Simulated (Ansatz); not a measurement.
The cell comes from COD entry 1541509, which wasn't checked; take it as a given geometry. The listed cell was then made from it by scaling, straining or moving an atom.

An input for SrCl2: DFT, LDA, all-electron PAW with datasets made for the crystal, scalar-relativistic (Ansatz 0.2.0).

Command: `ansatz run input.yaml --threads 1 --pin off --max-ram 4096MiB --backend cpu --events-out ev --progress --plain --runs-dir out` The run took 4.6 s on 1 thread of Arm Neoverse V1, on a shared host, peak memory 0.38 GiB.

```yaml
crystal:
  lattice:
    - [0.0, 3.531367102, 3.531367102]
    - [3.531367102, 0.0, 3.531367102]
    - [3.531367102, 3.531367102, 0.0]
  atoms:
    - { symbol: Sr, position: [0.0, 0.0, 0.0] }
    - { symbol: Cl, position: [0.25, 0.25, 0.25] }
    - { symbol: Cl, position: [0.75, 0.75, 0.75] }
kpoints:
  mp_grid: { grid: [8, 8, 8] }
scf:
  occupations: { method: fermi_dirac, width: 0.01 }
hamiltonian:
  xc: lda
  pseudopotentials: { kind: all_electron, datasets: crystal }
output:
  forces: true
  stress: true
  eigenvalues: true
  efg: { contact_densities: true }
```

Set-up and iterations as logged by Ansatz (the results part is left out, to be predicted):

```
hamiltonian.pseudopotentials.datasets: crystal makes datasets for this crystal and solves the spheres of its atoms anew in each pass: cutoff 220.0 eV, the density's 880.0 eV; for an error of 0.50 meV an atom under PBE, 1.5 meV for the cell; an energy difference from a run of another recipe may be off by several times the error for the cell, under r2SCAN by more, where some 0.1 meV an atom stays at smaller errors; Cl in spheres of 1.376 Å, 7 of its electrons in bands; Sr in spheres of 1.376 Å, 10 of its electrons in bands
Engine: ansatz 0.2.0
Pseudopotentials: kind: all_electron
Pseudopotential: Sr, paw, valence charge 10, recommended cutoff 220 eV (normal), Koelling and Harmon's equation, gaussian nucleus
Pseudopotential: Cl, paw, valence charge 7, recommended cutoff 220 eV (normal), Koelling and Harmon's equation, gaussian nucleus
Functional definition: SPW92
  exchange = slater_x
  correlation = pw_c
Crystal: 3 atoms, lattice volume = 88.076 Å³
Basis set: ecut = 220 eV, 645 PW (Γ)
Bands: 16, of which v1, the nominal top of the filled ones, is band 12 counted from 1 (11 counted from 0)
Symmetry: 48 space group operations
Space group: Fm-3m (ITA 225), of the structure as read, at distance tolerance 4.4e-5 Å
k-points: 29 of 512
Non-local potential: Sr, projectors of the file, l = 0: 2, l = 1: 2, l = 2: 2
Non-local potential: Cl, projectors of the file, l = 0: 1, l = 1: 1
PAW form: soft (Blöchl's): semilocal exchange-correlation on the pseudo side does not see the compensation charge
PAW one-centre angular grid: Sr, 110 points (default); XC on its mesh's 1893 points in the sphere
PAW one-centre angular grid: Cl, 110 points (default); XC on its mesh's 1981 points in the sphere
Initial density: superposition of atomic densities (neutral atoms: chi_scale 0, normalization atom)
Initial wavefunctions: pseudopotential atomic-orbital guess
Functional: x = slater, c = lda
iter 1 solved again at ethr=4.35e-3 eV; its pass at ethr=1.00e-1 eV (dr2=1.04e0 eV) is discarded
SCF iter   1: F=—  HF=-111472.533456 eV  |F-HF|=—  |Δ(HF+E_count)|=         —  Δρ=2.38e-2  dr2=1.01e0  ethr=4.35e-3  ⟨swp⟩=4.3  Hψ=2739  notcnv=0
iter 2 solved again at ethr=3.18e-4 eV; its pass at ethr=4.19e-3 eV (dr2=7.63e-2 eV) is discarded
SCF iter   2: F=—  HF=-111472.231719 eV  |F-HF|=—  |Δ(HF+E_count)|=   3.02e-1  Δρ=1.04e-2  dr2=7.68e-2  ethr=3.18e-4  ⟨swp⟩=2.4  Hψ=2507  notcnv=0  defer=4
SCF iter   3: F=—  HF=-111472.219119 eV  |F-HF|=—  |Δ(HF+E_count)|=   1.26e-2  Δρ=3.57e-3  dr2=1.20e-2  ethr=3.18e-4  ⟨swp⟩=3.1  Hψ=990  notcnv=0  defer=3
SCF iter   4: F=—  HF=-111472.218546 eV  |F-HF|=—  |Δ(HF+E_count)|=   5.73e-4  Δρ=2.88e-4  dr2=8.97e-5  ethr=5.01e-5  ⟨swp⟩=2.7  Hψ=953  notcnv=0  defer=5
SCF iter   5: F=—  HF=-111472.219372 eV  |F-HF|=—  |Δ(HF+E_count)|=   8.26e-4  Δρ=1.60e-4  dr2=5.86e-6  ethr=3.74e-7  ⟨swp⟩=4.0  Hψ=1436  notcnv=0  defer=6
SCF iter   6: F=—  HF=-111472.219372 eV  |F-HF|=—  |Δ(HF+E_count)|=   8.88e-9  Δρ=2.82e-5  dr2=2.08e-7  ethr=2.44e-8  ⟨swp⟩=3.0  Hψ=882  notcnv=0  defer=2
SCF iter   7: F=-111472.219372 eV  HF=-111472.219372 eV  |F-HF|=3.35e-9  |Δ(HF+E_count)|=   4.17e-8  Δρ=2.31e-6  dr2=3.93e-9  ethr=8.68e-10  ⟨swp⟩=3.0  Hψ=941  notcnv=0  defer=1
```

What pressure will this run report?

-3.87 GPa (positive in compression).
